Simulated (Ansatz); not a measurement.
# What LaN (model cell, started as CsCl type) distorts into

Wanted: the energy along a soft mode of LaN (model cell, started as CsCl type) and the structure at the end.

Calculated with Ansatz 0.2.0; DFT PBEsol, scalar-relativistic, plane waves, PAW.

Report form: the programs' logs are mostly left out.

The structure was built from a prototype and need not be the compound's stable phase.

## (1) The structure

It takes space group Pm-3m (No. 221, cubic). Conventional cell: a = 3.124 Å, b = 3.124 Å, c = 3.124 Å, α = 90.00°, β = 90.00°, γ = 90.00°. La has 8 N at 2.71 Å nearest. Nearest to N lie 8 La at 2.71 Å. Farther neighbours and most contacts between anions are not listed.

## (2) Response at finite wavevector

The cell comes from relaxations at this level that are not shown. Stability and thermal properties need the whole zone. Linear response on a 4×4×4 q mesh gives force constants as far as a supercell of that size would.

Input file input.yaml:

```yaml
crystal:
  lattice:
    - [3.1239275038, 0.0, 0.0]
    - [0.0, 3.1239275038, 0.0]
    - [0.0, 0.0, 3.1239275038]
  atoms:
    - { symbol: La, position: [0.0, 0.0, 0.0] }
    - { symbol: "N", position: [0.5, 0.5, 0.5] }
kpoints:
  mp_grid: { grid: [12, 12, 12] }
hamiltonian:
  xc: pbesol
scf:
  occupations: { method: methfessel_paxton, width: 0.15 }
output:
  eigenvalues: true
phonons:
  method: dfpt
  qmesh: [4, 4, 4]
  temperatures: { t_max: 1000, t_step: 50 }
  qpath:
    path:
      - [[0.0, 0.0, 0.0], [0.0, 0.5, 0.0], [0.5, 0.5, 0.0], [0.0, 0.0, 0.0], [0.5, 0.5, 0.5], [0.0, 0.5, 0.0]]
      - [[0.5, 0.5, 0.5], [0.5, 0.5, 0.0]]
    npoints: 10
```

Command:

```console
> ansatz run input.yaml --threads 4 --pin off --max-ram 7168MiB --backend cpu --events-out ev --progress --plain --runs-dir out
```

Run time: 4.6 min. Hardware: 4 threads of Arm Neoverse N1, shared host; peak memory 1.4 GiB.

This step gave:

```
volume per atom                                         : 15.24 Å³
gap on the k-mesh                                       : 0 eV
sum-rule residual before enforcement                    : 3.47e-4 eV/Å²
lowest frequency on the path                            : -287.4 cm⁻¹
point group                                             : m-3m
highest frequency on the path or at a solved wavevector : 494.8 cm⁻¹
highest optical mode at the zone centre (no LO-TO term) : -287.4 cm⁻¹
lowest optical zone-centre mode                         : -287.4 cm⁻¹
lowest mode on the q mesh (acoustic modes at Γ apart)   : -287.4 cm⁻¹
```

Frequencies (cm⁻¹) solved at each irreducible wavevector; negative means imaginary. Frequencies by wavevector, by row:

| q in reciprocal lattice units | star | mode 1 | mode 2 | mode 3 | mode 4 | mode 5 | mode 6 |
| --- | --- | --- | --- | --- | --- | --- | --- |
| 0 0 0 | 1 | -287.4 | -287.4 | -287.4 | 0 | 0 | 0 |
| 0 0 0.25 | 6 | -136.9 | -136.9 | 42.7 | 42.7 | 130.9 | 403.7 |
| 0 0 -0.5 | 3 | -105.1 | -105.1 | 161.5 | 163.8 | 163.8 | 494.8 |
| 0 0.25 0.25 | 12 | -116.7 | 22.7 | 92.9 | 109.5 | 270.2 | 413.5 |
| 0 0.25 -0.5 | 12 | -118.4 | 73.8 | 94.6 | 148.2 | 304.6 | 441.7 |
| 0 -0.5 -0.5 | 3 | -126 | -95.4 | 132.9 | 132.9 | 371.6 | 371.6 |
| 0.25 0.25 0.25 | 8 | 74.6 | 81.2 | 81.2 | 293.2 | 293.2 | 380.6 |
| 0.25 0.25 -0.5 | 12 | 27.5 | 69.7 | 132.1 | 276.9 | 320.8 | 411 |
| 0.25 -0.5 -0.5 | 6 | 29 | 117.2 | 117.2 | 291.8 | 378.8 | 378.8 |
| -0.5 -0.5 -0.5 | 1 | 105.9 | 105.9 | 105.9 | 395.5 | 395.5 | 395.5 |

Interpolated from a 4×4×4 q mesh. The phonon branches at the labelled points (cm⁻¹):

| point | branch 1 | branch 2 | branch 3 | branch 4 | branch 5 | branch 6 |
| --- | --- | --- | --- | --- | --- | --- |
| Γ | -287 | -287 | -287 | 0 | 0 | 0 |
| halfway | -137 | -137 | 43 | 43 | 131 | 404 |
| X | -105 | -105 | 162 | 164 | 164 | 495 |
| halfway | -118 | 74 | 95 | 148 | 305 | 442 |
| M | -126 | -95 | 133 | 133 | 372 | 372 |
| halfway | -117 | 23 | 93 | 110 | 270 | 414 |
| Γ | -287 | -287 | -287 | 0 | 0 | 0 |
| halfway | 75 | 81 | 81 | 293 | 293 | 381 |
| R | 106 | 106 | 106 | 396 | 396 | 396 |
| halfway | 28 | 70 | 132 | 277 | 321 | 411 |
| X | -105 | -105 | 162 | 164 | 164 | 495 |
| jump to R | 106 | 106 | 106 | 396 | 396 | 396 |
| halfway | 29 | 117 | 117 | 292 | 379 | 379 |
| M | -126 | -95 | 133 | 133 | 372 | 372 |

Symmetry leaves 10 wavevectors to solve. The lowest mode among them, the acoustic zeros apart, lies at Γ and is imaginary, 287.4i cm⁻¹, so the energy falls along it.

## (3) The mode frozen in, largest atomic shift 0 Å

The mode followed lies at Γ with frequency 287.4i cm⁻¹ and is 3-fold degenerate, the softest among the wavevectors solved. At small amplitude the distorted cell has space group no. 99 by a symmetry search on the positions. The undistorted cell that holds it gives the zero of energy on the same k mesh.

input.yaml, the sections that differ from step 2:

```yaml
output:
  forces: true
  stress: true
  eigenvalues: true
# crystal, kpoints, hamiltonian, scf: as in step 2
# phonons: removed
```

The job ended after 1.1 s (4 threads; peak memory 0.33 GiB; 3.6 s of CPU time).

Numbers from this step:

```yaml
pressure: 0.005674 GPa
energy_from_the_undistorted_cell: 0 meV/atom
```

The run ends at a pressure of 0.01 GPa.

## (4) The mode frozen in, largest atomic shift 0.32 Å

The atoms are moved along the unstable eigenvector, the largest shift by 0.32 Å, with the cell fixed.

input.yaml, the sections that differ from step 3:

```yaml
crystal:
  lattice:
    - [3.1239275038, 0.0, 0.0]
    - [0.0, 3.1239275038, 0.0]
    - [0.0, 0.0, 3.1239275038]
  atoms:
    - { symbol: La, position: [0.0, -0.0103293933, 0.0] }
    - { symbol: "N", position: [0.5, 0.6024351556, 0.5] }
# kpoints, hamiltonian, scf, output: as in step 3
```

The job ended after 3.1 s (4 threads; peak memory 0.4 GiB; 11 s of CPU time).

This step gave:

- pressure: 4.391 GPa
- energy from the undistorted cell: -24.20 meV/atom

The energy, extrapolated to zero smearing, is -24.20 meV/atom against the undistorted cell.

The run ends at a pressure of 4.39 GPa, with forces up to 0.12 eV/Å.

## (5) Energy along the mode, all amplitudes (two of the runs are shown above)

An imaginary frequency means negative curvature, so the energy should fall and then rise again as anharmonic terms take over.

Numbers from this step:

- depth at the lowest point sampled: 24.20 meV/atom
- largest atomic shift at that point: 0.32 Å

Table of energy from the parent by largest atomic shift:

| largest atomic shift (Å) | energy from the parent (meV/atom) |
| --- | --- |
| 0.000 | 0 |
| 0.040 | -1.76 |
| 0.080 | -6.02 |
| 0.140 | -14.2 |
| 0.220 | -22.9 |
| 0.320 | -24.2 |
| 0.450 | -0.527 |
| 0.600 | 73.7 |

Displacement at unit largest shift by atom:

| atom | x (Å) | y (Å) | z (Å) | size |
| --- | --- | --- | --- | --- |
| La1 | 0.00 | -0.10 | 0.00 | 0.10 |
| N2 | 0.00 | 1.00 | 0.00 | 1.00 |

The lowest of the steps tried is at 0.32 Å, 24.2 meV/atom below the parent; the bottom of the well need not coincide with a step.

## (6) Relaxing from the distorted cell

Starting from the lowest point found, all atoms and the cell are let go, so that strain and other modes of the same symmetry can join in.

input.yaml, as its differences from that of step 4:

```diff
@@ -18 +18,6 @@
   eigenvalues: true
+relax:
+  adjacent_minimum: "off"
+  f_tol: 0.002
+  max_steps: 120
+  cell: { stress_tol: 0.03 }
```

The job ended after 43 s (4 threads; peak memory 0.43 GiB).

The steps of the relaxation:

| step | energy less that of the first step (eV) | largest force component (eV/Å) | pressure (GPa) | volume (Å³) |
| --- | --- | --- | --- | --- |
| 1 | 0.0000 | 0.1156 | 4.39 | 30.49 |
| 2 | 0.0299 | 0.2410 | -6.51 | 33.42 |
| 3 | -0.0108 | 0.0257 | -0.43 | 31.66 |
| 4 | -0.0107 | 0.0218 | -0.44 | 31.68 |
| 5 | -0.0110 | 0.0017 | 0.00 | 31.57 |
| 6 | -0.0111 | 0.0032 | 0.01 | 31.60 |
| 7 | -0.0111 | 0.0001 | 0.00 | 31.59 |
| 8* | -0.0136 | 0.0002 | 0.12 | 31.59 |
| 9 | -0.0135 | 0.0003 | 0.00 | 31.65 |
| 10* | -0.0137 | 0.0003 | 0.00 | 31.65 |

Relaxation steps marked * repeat the geometry before them on a plane-wave basis chosen anew for their cell, so energy and pressure can jump there. Relaxation step 2 was tried and not accepted.

Forces are held to the 8 operations that the run works with; a distortion that breaks them can't arise in this run.

| conventional cell, symmetrised | before | after | change |
| --- | --- | --- | --- |
| a (Å) | 3.124 | 3.165 | +1.3 % |
| b (Å) | 3.124 | 3.165 | +1.3 % |
| c (Å) | 3.124 | 3.159 | +1.1 % |
| volume (Å³/atom) | 15.24 | 15.82 | +3.8 % |

The atoms that moved most (Å, as changes of fractional coordinates times the final cell):

| atom | dx | dy | dz | length |
| --- | --- | --- | --- | --- |
| La1 | 0.000 | -0.016 | 0.000 | 0.016 |
| N2 | 0.000 | 0.016 | 0.000 | 0.016 |

Final coordinates:

```cif
data_structure
_symmetry_space_group_name_H-M 'P 1'
_symmetry_Int_Tables_number 1
_cell_length_a 3.1650
_cell_length_b 3.1591
_cell_length_c 3.1650
_cell_angle_alpha 90.000
_cell_angle_beta 90.000
_cell_angle_gamma 90.000
_cell_volume 31.65
loop_
_atom_site_label
_atom_site_type_symbol
_atom_site_fract_x
_atom_site_fract_y
_atom_site_fract_z
_atom_site_occupancy
La1 La 0.00000 0.98450 0.00000 1
N2 N 0.50000 0.60760 0.50000 1
```

Numbers from this step:

| Item | Value |
| --- | --- |
| pressure | -4.67e-4 GPa |
| volume per atom | 15.82 Å³ |

The distorted start has space group P4mm; the relaxation ends in P4mm.

## (7) The new phase in its own primitive cell

The relaxed structure is symmetrised, reduced to its primitive cell and relaxed tightly, as its phonons need.

input.yaml, the sections that differ from step 6:

```yaml
crystal:
  lattice:
    - [3.1650140788, 0.0, 0.0]
    - [0.0, 3.1650140788, 0.0]
    - [0.0, 0.0, 3.1591047591]
  atoms:
    - { symbol: La, position: [0.0, 0.0, 0.0154983478] }
    - { symbol: "N", position: [0.5, 0.5, 0.3923958899] }
relax:
  adjacent_minimum: "off"
  f_tol: 0.001
  max_steps: 60
  cell: { stress_tol: 0.01 }
# kpoints, hamiltonian, scf, output: as in step 6
```

Wall time 8.8 s (4 threads); peak memory 0.43 GiB.

Little changed from the start: no atom moved by 0.005 Å and no cell edge by 0.1 %.

The largest force component left is 0.29 meV/Å and the pressure is 0.000 GPa, within the tolerances set. The cell now holds 15.82 Å³/atom.

## (8) Modes of the new phase

A relaxed structure may still be a saddle point, so its zone-centre modes are computed. No field response is asked, since the mesh shows no gap.

input.yaml, as its differences from that of step 7:

```diff
@@ -15,9 +15,4 @@
 output:
-  forces: true
-  stress: true
   eigenvalues: true
-relax:
-  adjacent_minimum: "off"
-  f_tol: 0.001
-  max_steps: 60
-  cell: { stress_tol: 0.01 }
+phonons:
+  method: dfpt
```

Wall time 29 s (4 threads); peak memory 0.77 GiB.

This step gave:

- sum-rule residual before enforcement: 2.58e-5 eV/Å²
- point group: 4mm
- highest optical mode at the zone centre (no LO-TO term): 219.1 cm⁻¹
- lowest optical zone-centre mode: -207.6 cm⁻¹

Patterns of degenerate modes are one choice out of their space. Modes at Γ, with each element's share of the kinetic energy (negative means imaginary):

| mode | frequency (cm⁻¹) | symmetry | La % | N % |
| --- | --- | --- | --- | --- |
| 1 | -207.6 | E | 9 | 91 |
| 2 | -207.6 | E | 9 | 91 |
| 3 | 0.0 | acoustic | 91 | 9 |
| 4 | 0.0 | acoustic | 91 | 9 |
| 5 | 0.0 | acoustic | 91 | 9 |
| 6 | 219.1 | A1 | 9 | 91 |

Displacements in mode 2 (-207.6 cm⁻¹), the largest set to 1:
```
La1  0.00 -0.10  0.00
N2   0.00  1.00  0.00
```

Displacements in mode 6 (219.1 cm⁻¹), the largest set to 1:
```
La1  0.00  0.00 -0.10
N2   0.00  0.00  1.00
```

Before it was imposed, the acoustic sum rule was missed by 2.6e-5 eV/Å². Small misses are needed for a sound result but don't prove that mesh and cutoff are converged. The lowest optical mode is imaginary, 207.6i cm⁻¹, so the energy falls along it.

## (9) Summary of results

```json
{"unstable mode of the parent": "q = (0, 0, 0), 287i cm⁻¹", "depth at the lowest point sampled": "24.2 meV/atom", "largest atomic shift at that point": "0.32 Å", "space group reached (within 0.01 Å)": "P4mm", "energy gained over the parent (first relaxation, on the mesh of the frozen mode)": "31.0 meV/atom", "volume per atom, phase reached": "15.8 Å³", "lowest optical zone-centre mode, phase reached": "-208 cm⁻¹", "highest optical mode at the zone centre (no LO-TO term), phase reached": "219 cm⁻¹"}
```

What this shows: Along this mode the structure falls into P4mm, 31.0 meV/atom below the parent. At the parent's cell the well is 24.20 meV/atom deep on the steps tried, with its lowest point at a shift of 0.32 Å. Relaxing atoms and cell changes the gain by +6.79 meV/atom against the lowest step (energies at zero smearing). The new phase still has an imaginary mode at the zone centre of its cell, so it is a saddle point on the way to a lower structure. Of the 4 patterns followed to their end from this parent, this one ends 485 meV/atom above the lowest, R3m. Each path keeps the symmetry of its pattern, so a lower phase may lie along a pattern not tried. With no gap, or one that is small against the smearing, the frequencies hang on the k mesh and the smearing, most of all near Kohn anomalies. A semilocal functional can close a gap that the real compound would have, so the metallic treatment may be an artefact of the level. Spin-orbit coupling is left out, which can matter for the heavy elements here. A phonon run warned that its eigensolver left some bands unconverged in a pass. The starting cell was built on a prototype and not taken from a measurement, so the phase need not exist.

[Logs are printed without paths, hosts, clocks, repeated set-up lines and the standing remarks that a program may print on its own settings, such as how far it seeks lower states.]

[Hosts, paths, dates, database ids (printed as entryN), source tags and the programs' standing remarks are cut or masked in the printed files.]
